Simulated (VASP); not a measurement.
A run of VASP 6.6.1 is set up as follows.

The input INCAR:

```
SYSTEM = Li
  PREC = Accurate
  ENCUT = 520
  EDIFF = 1E-6
  ISMEAR = 1
  SIGMA = 0.1
  LREAL = .False.
  LASPH = .True.
  NELM = 100
  ALGO = Normal
  ISIF = 2
  LWAVE = .False.
  LCHARG = .False.
  GGA = PE
  NBANDS = 8
```

File KPOINTS:

```
regular mesh
0
Gamma
  4 4 4
  0 0 0
```

POSCAR

```
Li
1.0
    0.0000000000      5.1497090000      5.1497090000
    5.1497090000      0.0000000000      5.1497090000
    5.1497090000      5.1497090000      0.0000000000
Li
1
Direct
    0.0000000000      0.0000000000      0.0000000000
```

Potentials or basis: VASP PAW PBE potentials, release 64 (Li_sv).

Command:

```bash
$ cat potpaw_PBE.64/Li_sv/POTCAR > POTCAR
$ mpirun -np 1 vasp_std > vasp.out
```

What does it give for the band gap on the k mesh?

None (metal or under the smearing width).
